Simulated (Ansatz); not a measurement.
System: MgO (rock salt type), 2 atoms in the cell.

```
CELL_PARAMETERS angstrom
0.00000 2.12500 2.12500
2.12500 0.00000 2.12500
2.12500 2.12500 0.00000
ATOMIC_POSITIONS crystal
Mg 0.00000 0.00000 0.00000
O 0.50000 0.50000 0.50000
```

Level of theory: Ansatz, HSE06, plane waves, PAW datasets (generated soft set 1).

Cutoff 420 eV; exchange singularity: regularized; k-mesh 3×3×3 Γ-centred; Fermi–Dirac smearing of 0.02 eV; no spin polarisation.

Task: How large is the gap on this mesh, is it direct, and where do the band edges lie (fractions of the reciprocal vectors of this cell)?

Result: 6.25 eV, direct at (0.000, 0.000, 0.000).

Task: List the levels near the gap at (0.000, 0.000, 0.000), (0.000, 0.000, 0.333), (0.000, 0.333, 0.333), (0.000, 0.333, -0.333), in eV from the top of the valence band (v1 is the highest filled band, c1 the lowest empty one).

Result: 
| k | v4 | v3 | v2 | v1 | c1 | c2 | c3 |
| --- | --- | --- | --- | --- | --- | --- | --- |
| (0.000, 0.000, 0.000) | -18.64 | 0.00 | 0.00 | 0.00 | 6.25 | 17.58 | 17.58 |
| (0.000, 0.000, 0.333) | -17.70 | -3.78 | -0.51 | -0.51 | 9.30 | 14.18 | 18.36 |
| (0.000, 0.333, 0.333) | -17.49 | -3.54 | -1.10 | -1.10 | 10.98 | 11.75 | 15.68 |
| (0.000, 0.333, -0.333) | -17.11 | -3.32 | -3.15 | -1.04 | 12.03 | 14.07 | 14.29 |

The k-mesh is coarse, so these values belong to this mesh and can lie far from the converged ones.
